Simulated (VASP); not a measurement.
# CaSe (R-3m) in VASP: notebook, part 2 of 2

VASP 6.6.1.

## (5) Single point, PBE (epitaxial_111 strain +4.2%)

INCAR

```
SYSTEM = CaSe
PREC = Accurate
ENCUT = 520
EDIFF = 1E-7
ISMEAR = -1
SIGMA = 0.02
LREAL = .False.
LASPH = .True.
NELM = 100
ALGO = Normal
ISIF = 2
LWAVE = .False.
LCHARG = .False.
GGA = PE
NBANDS = 15
```

KPOINTS

```
Automatic mesh
0
Gamma
  8 8 8
  0 0 0
```

POSCAR

```
CaSe
1.0
   -0.1438326912      2.9498226628      2.9498226628
    2.9498226628     -0.1438326912      2.9498226628
    2.9498226628      2.9498226628     -0.1438326912
Ca Se
1 1
Direct
    0.0000000000      0.0000000000      0.0000000000
    0.5000000000      0.5000000000      0.5000000000
```

Potentials or basis: VASP PAW PBE potentials, release 64 (Ca_sv, Se).

The run is started by

```sh
> cat potpaw_PBE.64/Ca_sv/POTCAR potpaw_PBE.64/Se/POTCAR > POTCAR
> mpirun -np 1 vasp_std > vasp.out
```

OUTCAR:

```text
SYSTEM = CaSe
   PREC = Accurate
   ENCUT = 520
   EDIFF = 1E-7
   ISMEAR = -1
   LREAL = .False.
   LASPH = .True.
   NELM = 100
   ISIF = 2
   GGA = PE

 ion  position               nearest neighbor table
   1  0.000  0.000  0.000-
   2  0.500  0.500  0.500-

  LATTYP: Found a trigonal (rhomboedric) cell.
 ALAT       =     4.1741580381
 COS(alpha) =     0.4507044459

  Lattice vectors:

 A1 = (  -0.1438326912,   2.9498226628,   2.9498226628)
 A2 = (   2.9498226628,  -0.1438326912,   2.9498226628)
 A3 = (   2.9498226628,   2.9498226628,  -0.1438326912)

Analysis of symmetry for initial positions (statically):
=====================================================================
 Subroutine PRICEL returns:
 Original cell was already a primitive cell.

 Routine SETGRP: Setting up the symmetry group for a
 trigonal (rhombohedral) supercell.

 Subroutine GETGRP returns: Found 12 space group operations
 (whereof 12 operations were pure point group operations)
 out of a pool of 12 trial point group operations.

The static configuration has the point symmetry D_3d.

Analysis of symmetry for dynamics (positions and initial velocities):
=====================================================================
 Subroutine PRICEL returns:
 Original cell was already a primitive cell.

 Routine SETGRP: Setting up the symmetry group for a
 trigonal (rhombohedral) supercell.

 Subroutine GETGRP returns: Found 12 space group operations
 (whereof 12 operations were pure point group operations)
 out of a pool of 12 trial point group operations.

The dynamic configuration has the point symmetry D_3d.

 Subroutine INISYM returns: Found 12 space group operations
 (whereof 12 operations are pure point group operations),
 and found     1 'primitive' translations

----------------------------------------------------------------------------------------

[... 119 lines left out ...]
   AEXX    =    0.0000 exact exchange contribution
   IVDW    =     0    specifies the selected vdW correction
   LEPSILON=     F    determine dielectric tensor
   LRPA    =     F    only Hartree local field effects (RPA)
 non-spin polarized calculation
  energy-cutoff  :      520.00
  volume of cell :       55.09
 maximum number of plane-waves:      1496
   NGX = 15   NGY = 15   NGZ = 15

 number of electron      16.0000002 magnetization

 Free energy of the ion-electron system (eV)
  ---------------------------------------------------
  ext. energy  EPLUGINS =         0.00000000
  ---------------------------------------------------
  free energy    TOTEN  =        -9.44611594 eV

  energy without entropy =       -9.44611594  energy(sigma->0) =       -9.44611594

 E-fermi :   2.6971     XC(G=0):  -8.8964

 val. band max:        2.2812123442   @ k =   0.0000   0.0000   0.0000
 cond. band min:       4.1831348891   @ k =   0.5000   0.5000  -0.0000
 fundamental gap:      1.9019225449
 Fermi energy:         2.6970788423

 k-point     1 :       0.0000    0.0000    0.0000
  band No.  band energies     occupation
      1     -37.9311      2.00000
      2     -18.9249      2.00000
      3     -18.9064      2.00000
      4     -18.9064      2.00000
      5      -9.5522      2.00000
      6       1.9281      2.00000
      7       1.9281      2.00000
      8       2.2812      2.00000
      9       4.9597      0.00000
     10       5.5698      0.00000
     11       5.5698      0.00000
     12       6.1617      0.00000
     13       6.2814      0.00000
     14       6.2814      0.00000
[... 401 lines left out ...]
      2     -18.9721      2.00000
      3     -18.9280      2.00000
      4     -18.9075      2.00000
      5      -9.1593      2.00000
      6      -0.2574      2.00000
      7       1.0987      2.00000
      8       1.3465      2.00000
      9       6.0784      0.00000
     10       6.3318      0.00000
     11       6.7486      0.00000
     12       7.0840      0.00000
     13       8.1894      0.00000
     14       8.4925      0.00000
     15      10.9366      0.00000

 [... further k-points ...]

------------------------ aborting loop because EDIFF is reached ----------------------------------------

  FORCE on cell =-STRESS in cart. coord.  units (eV):
  Direction    XX          YY          ZZ          XY          YZ          ZX
  --------------------------------------------------------------------------------------
  -------------------------------------------------------------------------------------
  Total       -0.5905357     -0.5905357     -0.5905357      0.3893574      0.3893574      0.3893574
  in kB      -17.1753746    -17.1753746    -17.1753746     11.3242260     11.3242260     11.3242260
  external PRESSURE =     -17.1753746 kB  Pullay stress =       0.0000000 kB

 VOLUME and BASIS-vectors are now :
 -----------------------------------------------------------------------------
  energy-cutoff  :      520.00
  volume of cell :       55.09
      direct lattice vectors                 reciprocal lattice vectors
    -0.143832691  2.949822663  2.949822663    -0.157582337  0.165659875  0.165659875
     2.949822663 -0.143832691  2.949822663     0.165659875 -0.157582337  0.165659875
     2.949822663  2.949822663 -0.143832691     0.165659875  0.165659875 -0.157582337

 POSITION                                       TOTAL-FORCE (eV/Angst)
 -----------------------------------------------------------------------------------
      0.00000      0.00000      0.00000         0.000000     -0.000000     -0.000000
      2.87791      2.87791      2.87791        -0.000000      0.000000      0.000000
 -----------------------------------------------------------------------------------
    total drift:                                0.000000     -0.000000     -0.000000

  FREE ENERGIE OF THE ION-ELECTRON SYSTEM (eV)
  ---------------------------------------------------
  free  energy   TOTEN  =        -9.4461159366 eV

  energy  without entropy=       -9.4461159366  energy(sigma->0) =       -9.44611594
```

OSZICAR:

```text
N       E                     dE             d eps       ncg     rms          rms(c)
DAV:   1     0.105544724658E+03    0.10554E+03   -0.73496E+03  1950   0.970E+02
DAV:   2    -0.479109518008E+01   -0.11034E+03   -0.10490E+03  2426   0.241E+02
DAV:   3    -0.936780965516E+01   -0.45767E+01   -0.45263E+01  2713   0.466E+01
DAV:   4    -0.960036900016E+01   -0.23256E+00   -0.23248E+00  2643   0.867E+00
DAV:   5    -0.960193780524E+01   -0.15688E-02   -0.15688E-02  2635   0.772E-01    0.428E+00
DAV:   6    -0.944699132749E+01    0.15495E+00   -0.21371E-01  2356   0.240E+00    0.251E+00
DAV:   7    -0.944124221028E+01    0.57491E-02   -0.10320E-01  2597   0.198E+00    0.847E-01
DAV:   8    -0.944588039964E+01   -0.46382E-02   -0.14096E-02  2044   0.876E-01    0.128E-01
DAV:   9    -0.944594636913E+01   -0.65969E-04   -0.78150E-04  2613   0.262E-01    0.537E-02
DAV:  10    -0.944609551050E+01   -0.14914E-03   -0.20660E-04  2104   0.882E-02    0.150E-02
DAV:  11    -0.944611760337E+01   -0.22093E-04   -0.49642E-05  2426   0.587E-02    0.125E-02
DAV:  12    -0.944611633095E+01    0.12724E-05   -0.26512E-06  2465   0.108E-02    0.581E-03
DAV:  13    -0.944611589890E+01    0.43205E-06   -0.12742E-06  2475   0.698E-03    0.926E-04
DAV:  14    -0.944611593658E+01   -0.37676E-07   -0.28760E-08  1269   0.117E-03
   1 F= -.94461159E+01 E0= -.94461159E+01  d E =-.158752E-11
```

stdout:

```text
POSCAR found type information on POSCAR CaSe
 POSCAR found :  2 types and       2 ions
 scaLAPACK will be used
 LDA part: xc-table for (Slater+PW92), standard interpolation
 POSCAR, INCAR and KPOINTS ok, starting setup
 FFT: planning ... GRIDC
 FFT: planning ... GRID_SOFT
 FFT: planning ... GRID
 WAVECAR not read
 entering main loop
```

Wall time 18 s (1 thread of Intel Xeon 6975P-C (Granite Rapids), shared host); peak memory 0.21 GiB.

Results:

- Free energy: -9.4461 eV
- Pressure: -1.7 GPa
- Band gap on the k mesh: 1.90 eV, indirect (least direct gap 2.68 eV)

Stress tensor (GPa, compression positive):
```
-1.72  1.13  1.13
 1.13 -1.72  1.13
 1.13  1.13 -1.72
```

## (6) Summary

```csv
level,cell,smearing,gap on the mesh (eV),pressure (GPa)
r2SCAN,shear_111 strain -4.6%,gaussian 0.01 eV,2.21,2.9
PBE,shear_111 strain -4.6%,fermi-dirac 0.02 eV,1.75,3.3
PBE,biaxial_xy strain +4.1%,fermi-dirac 0.02 eV,2.20,-2.6
PBE,epitaxial_111 strain +4.2%,fermi-dirac 0.02 eV,1.90,-1.7
```

Alike in all rows: task single point; potentials or basis VASP PAW PBE potentials, release 64 (Ca_sv, Se); no spin polarisation; k mesh 8 × 8 × 8; cutoff (eV) 520.

Caveats: the PAW data sets were made with another functional, which shifts forces and pressure a little (some runs).

Absolute energies hang on the potentials; compare differences alone.
